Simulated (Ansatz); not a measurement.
Theory: DFT PBE, scalar-relativistic, plane waves, PAW (Ansatz 0.2.0). All cells share a 420 eV cutoff and Γ-centred k meshes spaced at most about 0.3 Å⁻¹ (about 0.25 or finer for metals, 2π included). No spin polarisation.

All energies are static (0 K, no zero-point motion).

Compare these two cells of B5P, each relaxed at this level.

1.

```yaml
crystal:
  lattice:
    - [4.23712, -2.96871, 0.00000]
    - [4.23712, 2.96871, 0.00000]
    - [-2.96765, 0.00000, 4.14906]
  atoms:
    - { symbol: B, position: [0.82010, 0.31832, 0.92956] }
    - { symbol: B, position: [0.31832, 0.82010, 0.92956] }
    - { symbol: B, position: [0.17990, 0.68168, 0.07044] }
    - { symbol: B, position: [0.68168, 0.17990, 0.07044] }
    - { symbol: B, position: [0.00460, 0.00460, 0.67053] }
    - { symbol: B, position: [0.99540, 0.99540, 0.32947] }
    - { symbol: B, position: [0.99748, 0.65910, 0.66444] }
    - { symbol: B, position: [0.00252, 0.34090, 0.33556] }
    - { symbol: B, position: [0.65910, 0.99748, 0.66444] }
    - { symbol: B, position: [0.34090, 0.00252, 0.33556] }
    - { symbol: P, position: [0.29054, 0.29054, 0.10361] }
    - { symbol: P, position: [0.70946, 0.70946, 0.89639] }
```

2.

```yaml
crystal:
  lattice:
    - [3.29657, 0.00000, 0.00000]
    - [-1.64829, 2.85491, 0.00000]
    - [0.00000, 0.00000, 6.32989]
  atoms:
    - { symbol: B, position: [0.16609, 0.83391, 0.95054] }
    - { symbol: B, position: [0.16609, 0.33219, 0.95054] }
    - { symbol: B, position: [0.66781, 0.83391, 0.95054] }
    - { symbol: B, position: [0.66667, 0.33333, 0.52684] }
    - { symbol: B, position: [0.66667, 0.33333, 0.80679] }
    - { symbol: P, position: [0.33333, 0.66667, 0.44257] }
```

Question: Which form is favoured at zero pressure, and by what margin per atom?

Answer: Cell 1 is lower, by 167 meV/atom. Cell 1 has space group C2/m (No. 12), 8.7 Å³/atom and no gap on its mesh; cell 2 has space group P3m1 (No. 156), 9.9 Å³/atom and no gap. Counting B atoms around P (those within 1.25 times the shortest such distance or 1.15 times the sum of covalent radii), cell 1 has P 7 and cell 2 has P 3. Cell 1 holds B–B bonds in all directions (shortest 1.70 Å); cell 2 holds B–B nets (shortest 1.64 Å). Even the lower one lies +0.15 eV/atom against the reference forms of the elements (uncorrected), so neither is stable at this level. Both come from invented guesses. The lowest form computed isn't among them: it has space group P4mm (No. 99), 13.5 Å³/atom and lies 48 meV/atom below the best shown.

Weakly bound directions are ill-defined at this level, which has no dispersion term (P3m1), and this can change margins and order among such cells. Cells relaxed within their symmetry can be saddle points. Some candidate types were left out of the draw beforehand, so a known form may be missing.
